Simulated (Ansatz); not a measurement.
**Stability checks on a candidate for P**

The cell was found from a structure generator's guess, not taken from experiment.

Theory: DFT PBE, scalar-relativistic, plane waves, PAW in Ansatz 0.2.0. The final run on the 1-atom cell used 420 eV, a Γ-centred 22×22×22 mesh, 0.10 eV smearing and no spin polarisation.

```
CELL_PARAMETERS angstrom
2.44480 0.00000 0.00000
0.00000 2.44480 0.00000
0.00000 0.00000 2.44480
ATOMIC_POSITIONS crystal
P 0.00000 0.00000 0.00000
```

Energies count from the standard state of P at the same level. The references include black phosphorus.

Q: These tests were run: phonons on a 4×4×4 q mesh; elastic tensor. What do they show?

A:

| test | result |
| --- | --- |
| phonons on a 4×4×4 q mesh | imaginary modes down to 238i cm⁻¹ |
| elastic tensor | least eigenvalue 64 GPa |

It fails one test: phonons on a 4×4×4 q mesh. So it isn't even a local minimum.

The reference form of P is held partly by dispersion forces, which this level lacks. The run for the phonons used a 24×24×24 k mesh and Fermi–Dirac smearing of 0.15 eV. The run for the elastic tensor used a 24×24×24 k mesh and Fermi–Dirac smearing of 0.15 eV.
